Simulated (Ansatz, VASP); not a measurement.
# One calculation of GaAs, two programs

INCAR

```
SYSTEM = GaAs
PREC     = Accurate       ! precision mode
ENCUT    = 520            ! plane-wave cutoff, eV
EDIFF    = 1E-6           ! SCF threshold, eV
ISMEAR   = 0              ! smearing method
SIGMA    = 0.01           ! smearing width, eV
LREAL    = .FALSE.        ! projectors in reciprocal space
LASPH    = .TRUE.         ! aspherical terms in the spheres
NELM     = 60             ! most SCF steps
ALGO     = Normal         ! electronic algorithm
ISIF     = 2              ! what is computed and relaxed
LWAVE    = .FALSE.        ! write WAVECAR
LCHARG   = .FALSE.        ! write CHGCAR
GGA      = RE             ! functional
NBANDS   = 16             ! bands
```

KPOINTS

```
regular mesh
0
G
  6 6 6
  0 0 0
```

POSCAR

```
GaAs
1.0
    0.0000000000      2.8268500000      2.8268500000
    2.8268500000      0.0000000000      2.8268500000
    2.8268500000      2.8268500000      0.0000000000
Ga As
1 1
Direct
    0.0000000000      0.0000000000      0.0000000000
    0.2500000000      0.2500000000      0.2500000000
```

Input for Ansatz:

```yaml
crystal:
  lattice:
    - [0.0, 2.82685, 2.82685]
    - [2.82685, 0.0, 2.82685]
    - [2.82685, 2.82685, 0.0]
  atoms:
    - { symbol: Ga, position: [0.0, 0.0, 0.0] }
    - { symbol: As, position: [0.25, 0.25, 0.25] }
kpoints:
  mp_grid:
    grid: [6, 6, 6]
hamiltonian:
  xc: revpbe
  pseudopotentials:
    kind: paw
scf:
  convergence:
    dr2_threshold: 1.0e-10
  occupations:
    method: fixed
output:
  forces: true
  stress: true
```

Alike in both runs: task single point; functional revPBE; k mesh 6 × 6 × 6; no spin polarisation.

|  | VASP | Ansatz |
| --- | --- | --- |
| version | VASP 6.6.1 | Ansatz 0.2.0 |
| potentials or method | VASP PAW PBE potentials, release 64 (Ga_d, As) | plane waves, PAW |
| plane-wave cutoff (eV) | 520 | 420 |
| occupations | gaussian, width 0.01 eV | fixed |
| valence electrons in the cell | 18 | 28 |

Ansatz gave:

* pressure (GPa): 4.7

Question: Which values does VASP return?

Answer: Pressure (GPa): 4.8.

The two sets of potentials don't hold the same shells in valence.

Caveats: the PAW data sets were made with another functional, which shifts forces and pressure a little (VASP). A k mesh can miss the band edges.
